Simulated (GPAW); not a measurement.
# Single-oscillator dispersion of the refractive index of BN (F-43m) from RPA spectra with PBE and LDA

We calculate the refractive index n of BN (F-43m, 2 atoms) at fixed laser wavelengths, from the RPA dielectric function with PBE and with LDA in the same measured cell. The question is whether 1/(n² − 1) falls linearly with the square of the photon energy, E², as it does for a single undamped oscillator. For optical coatings and waveguides such a law would reduce the dispersion in the transparent range to two constants. The law is tested within each functional, by the departure of the rows from a straight line. Agreement with experiment is a separate matter: excitons are left out, and gaps that are too small make n too large and too dispersive.

## How the numbers were made

The measured cell of a diffraction database, fixed. GPAW 26.7.0, plane waves with PAW (cutoff 450 eV), PBE and LDA, no spin polarisation, no spin-orbit coupling, clamped ions. RPA dielectric function with local fields on a k mesh of 24×24×24, Lorentzian broadening 0.1 eV; the rows are a selection of common laser wavelengths, read off the computed spectrum below 72 % of the smallest direct gap; n is the real part of √ε. Smallest direct gap on the mesh: 8.77 eV (PBE).

Notes on method and selection:

- Excitons and lattice vibrations are left out; a gap that is too small makes n too large and too dispersive.
- Runs that did not converge, have known faults or may not be shown are not listed, and runs on Ansatz's PAW sets soft_1 and soft_2 are kept to separate tables.

Columns:

- E² (eV²): square of the photon energy.
- E (eV): photon energy.
- n: refractive index.

## Table of results

| member | E² (eV²) | E (eV) | 1/(n² − 1), PBE | 1/(n² − 1), LDA | n, PBE | n, LDA |
| --- | --- | --- | --- | --- | --- | --- |
| 1550 nm | 0.64 | ? | ? | ? | ? | ? |
| 800 nm | 2.40 | 1.55 | 0.2762 | 0.2720 | 2.149 | 2.163 |
| 532 nm | 5.43 | 2.33 | 0.2707 | 0.2664 | 2.167 | 2.180 |
| 450 nm | 7.59 | 2.75 | 0.2668 | 0.2625 | 2.179 | 2.193 |
| 365 nm | 11.54 | 3.40 | 0.2595 | 0.2551 | 2.203 | 2.218 |
| 248 nm | 24.99 | 5.00 | 0.2340 | 0.2296 | 2.296 | 2.314 |

Cells marked ? are withheld until the estimate has been made.

Least-squares fits to the members shown, with x = E² (eV²); R² and errors in the fitted variable (y, or ln y where the fit is in ln y):

| y | level | members | fit | R² | rms residual | leave-one-out rms | the same for the mean of the others |
| --- | --- | --- | --- | --- | --- | --- | --- |
| 1/(n² − 1) | PBE | 5 | y = 0.28089 − 0.0018719 x | 1.00 | 1.5×10⁻⁴ | 4.8×10⁻⁴ | 0.018 |
| 1/(n² − 1) | LDA | 5 | y = 0.27665 − 0.0018796 x | 1.00 | 1.1×10⁻⁴ | 3.4×10⁻⁴ | 0.019 |
| n | PBE | 5 | y = 2.1308 + 0.0065484 x | 1.00 | 0.0021 | 0.0069 | 0.065 |
| n | LDA | 5 | y = 2.1434 + 0.0067560 x | 1.00 | 0.0024 | 0.0077 | 0.067 |

## Mechanism

From 800 nm to 248 nm, 1/(n² − 1) falls at every step, and a straight line in E² follows it closely. The leave-one-out error is 4.8×10⁻⁴ for PBE and 3.4×10⁻⁴ for LDA, against 0.018 and 0.019 for the mean of the other rows.

The single-oscillator form is 1/(n² − 1) = (E₀² − E²)/(E₀ E_d), where E₀ is the oscillator energy and E_d its strength. The intercept divided by the size of the slope gives E₀². For PBE this is 0.28089 / 0.0018719 = 150.1 eV², so E₀ = √150.1 = 12.3 eV, and the intercept then gives E_d = √150.1 / 0.28089 = 43.6 eV. E₀ lies well above the smallest direct gap of 8.77 eV, as it should, because it is an average over all vertical transitions, weighted by their strength, and not an absorption edge.

The law is a good approximation but not exact. With LDA the slope between 800 and 365 nm is (0.2551 − 0.2720) / (11.54 − 2.40) = −0.00185 per eV², and between 365 and 248 nm it is (0.2296 − 0.2551) / (24.99 − 11.54) = −0.00190 per eV². PBE steepens in the same sense. Theory requires this sign for any spread of undamped oscillators: as the photon energy rises, the lowest transitions gain weight and the effective oscillator energy drops. For n itself the LDA slope grows by about 19 % between the same two intervals, against under 3 % here, so 1/(n² − 1) is much the better quantity to interpolate.

LDA gives the larger n in every row shown, by 0.013 to 0.018. The cell is the same, so bond length plays no part; somewhat lower transition energies in LDA are a possible cause.

The 248 nm photon has more energy than the indirect gap, yet the law holds there because clamped ions admit only vertical transitions. The rows reach 5.00 eV, or 57 % of the PBE direct gap, and the verdict applies to that range.

## A prediction

Plain estimates from the members shown:

- 1550 nm (LDA), fit at x = 0.64: 0.2754 (an extrapolation)

The withheld LDA value at 1550 nm lies a short way beyond the 800 nm row, at E² = 0.64 eV². The fit to all five rows gives 0.2754, but the 248 nm row, where the curve is steeper, tilts that line. At 800 nm the fit gives 0.27665 − 0.0018796 × 2.40 = 0.2721, slightly above the tabled 0.2720, and an overshoot of the same sign is expected at 1550 nm.

We therefore start from the 800 nm row and use the slope between 800 and 365 nm, which leaves out the steepest part:

(0.2720 − 0.2551) / (11.54 − 2.40) = 0.00185 per eV²

0.2720 + 0.00185 × (2.40 − 0.64) = 0.2753

The same route can be tried on the 800 nm row, using only the 532 and 365 nm rows. For LDA it gives 0.2664 + (0.2664 − 0.2551) / (11.54 − 5.43) × (5.43 − 2.40) = 0.2720, equal to the tabled value. For PBE it gives 0.2707 + (0.2707 − 0.2595) / (11.54 − 5.43) × (5.43 − 2.40) = 0.2763, against the tabled 0.2762. That step in E² is longer than the one needed here.

Lattice vibrations, which would bend the curve in the infrared, are absent from the calculation and call for no correction. The misses of the trial and the rounding of the rows support a standard deviation of 0.0001.

**Committed estimate, 1550 nm (LDA): 1/(n² − 1) = 0.2753 ± 0.0001.**

## How the estimate fared

| member | level | E² (eV²) | E (eV) | 1/(n² − 1) | n |
| --- | --- | --- | --- | --- | --- |
| 1550 nm | PBE | 0.64 | 0.80 | 0.2794 | 2.140 |
| 1550 nm | LDA | 0.64 | 0.80 | 0.2752 | 2.153 |

| member | estimate | 1/(n² − 1) | computed | estimate − computed | miss in error bars |
| --- | --- | --- | --- | --- | --- |
| 1550 nm (LDA) | committed | 0.2753 | 0.2752 | +0.0001 | 1.0 |
| 1550 nm (LDA) | fit | 0.2754 | 0.2752 | +0.0002 |  |

The estimate of 0.2753 is 0.0001 above the computed 0.2752, exactly one error bar away. The fit to the five rows, at 0.2754, missed by 0.0002. Both misses are small, and ours is no larger than rounding can produce: before rounding, our route gave 0.2720 + 0.0169 / 9.14 × 1.76 = 0.27525.

The argument about the tilt of the line was right in sign. The steeper stretch towards 248 nm makes the straight line too high at the low-energy end, and starting from the 800 nm row brought the miss down to the size of the rounding. The same route applied to PBE gives 0.2762 + 0.0167 / 9.14 × 1.76 = 0.2794, which is the computed value.

The result fits the picture of many vertical transitions acting almost as one oscillator, with a slight downward curvature from their spread in energy. It is a mild test, since the step beyond the 800 nm row changes 1/(n² − 1) by only 0.2752 − 0.2720 = 0.0032.

## Departures from the trend

Least-squares fits to the whole series, with x = E² (eV²); R² and errors in the fitted variable (y, or ln y where the fit is in ln y):

| y | level | members | fit | R² | rms residual | leave-one-out rms | the same for the mean of the others |
| --- | --- | --- | --- | --- | --- | --- | --- |
| 1/(n² − 1) | PBE | 6 | y = 0.28079 − 0.0018659 x | 1.00 | 1.7×10⁻⁴ | 4.6×10⁻⁴ | 0.018 |
| 1/(n² − 1) | LDA | 6 | y = 0.27656 − 0.0018744 x | 1.00 | 1.3×10⁻⁴ | 3.5×10⁻⁴ | 0.018 |
| n | PBE | 6 | y = 2.1325 + 0.0064433 x | 1.00 | 0.0026 | 0.0071 | 0.062 |
| n | LDA | 6 | y = 2.1452 + 0.0066462 x | 1.00 | 0.0028 | 0.0077 | 0.064 |

Largest departures from the fit to the whole series:

| member | level | 1/(n² − 1) | fit | computed − fit | in rms residuals |
| --- | --- | --- | --- | --- | --- |
| 365 nm | PBE | 0.2595 | 0.2593 | +0.0002 | 1.5 |
| 365 nm | LDA | 0.2551 | 0.2549 | +0.0002 | 1.3 |
| 450 nm | LDA | 0.2625 | 0.2623 | +0.0002 | 1.3 |
| 1550 nm | LDA | 0.2752 | 0.2754 | −0.0002 | 1.2 |

None of the rows stands out: the largest departure from the fits to the whole series is 0.0002, or 1.5 rms residuals. The signs do form a pattern, with 365 nm above the line and both 1550 nm and 248 nm below it in each functional. A straight line drawn through a slightly downward-bending curve leaves this pattern, and the spread of transition energies accounts for the bend.

## Conclusions and limits

Within each functional the single-oscillator law describes the rows from 0.80 to 5.00 eV well. Leaving out one row at a time gives an rms error of 4.6×10⁻⁴ or less in 1/(n² − 1), or between 0.001 and 0.002 in n. Most of this comes from leaving out the 248 nm row, which then has to be reached by a long extrapolation. Our remark under Mechanism that the 248 nm photon has more energy than the indirect gap should have named the gap: it is true of the indirect gaps that PBE and LDA give, which are too small. It does not show that the real crystal, whose gap is larger, can absorb at 248 nm.

For PBE at 2.00 eV (620 nm), E² = 2.00 × 2.00 = 4.00 eV², and the line gives 0.28079 − 0.0018659 × 4.00 = 0.27333, hence n = √(1 + 1/0.27333) = 2.158.

This precision is not accuracy against experiment. The gap error raises n and the missing excitons lower it, so the two partly cancel, but the small scatter about the line says nothing about the size of either. Two further LDA runs bear on this question: one with the empty bands shifted rigidly upwards, and one with the same shift and a kernel meant to imitate the attraction between electron and hole (Bootstrap). Both are left out here, so we give no size for the gap error or the exciton error. LDA runs with fewer bands, a coarser k mesh and other cutoffs for the local fields are left out too, so the tables do not show how well n itself is converged. Lattice vibrations would lower n in the near infrared, and more at 1550 nm than at 800 nm, while the computed change between these two wavelengths is only 0.009 (PBE). For the real crystal in the near infrared, the law therefore needs an added lattice term.
